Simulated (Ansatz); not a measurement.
## Mg2Zn3O5: rattling a relaxed structure

The cell was found from a structure generator's guess, not taken from experiment.

The calculation used DFT PBE, scalar-relativistic, plane waves, PAW in Ansatz 0.2.0. Plane waves to 420 eV, a k mesh through Γ of 12×12×12 on the computed 10-atom cell and Gaussian smearing (0.02 eV); no spin polarisation.

The cell below (10 atoms, space group R-3m (No. 166)) is relaxed within its symmetry.

```xyz
10
Lattice="1.5208 0.8780 12.4088 -1.5208 0.8780 12.4088 0.0000 -1.7561 12.4088" Properties=species:S:1:pos:R:3 pbc="T T T"
Mg    0.0000    0.0000    7.4296
Mg    0.0000    0.0000   29.7967
Zn    0.0000    0.0000    0.0000
Zn    0.0000    0.0000   22.3047
Zn    0.0000    0.0000   14.9216
O     0.0000    0.0000   11.1514
O     0.0000    0.0000   33.4404
O     0.0000    0.0000   18.6132
O     0.0000    0.0000    3.7860
O     0.0000    0.0000   26.0750
```

For the test it was strained at random (σ = 1.5 % a component), the atoms were moved at random (σ = 0.10 Å), and all was relaxed again on a coarse 6×6×6 mesh (in the run’s order of axes) with 0.10 eV smearing, with no symmetry imposed.

Problem. Does it come back?

Solution. It returns, within 1 meV/atom of the unmoved cell on that mesh and with the same symmetry when read at 0.1 Å (C2/m at 0.01 Å, so small strains and shifts remain). No instability shows in this cell; modes of other wave vectors, which need another repeat, aren't tested.
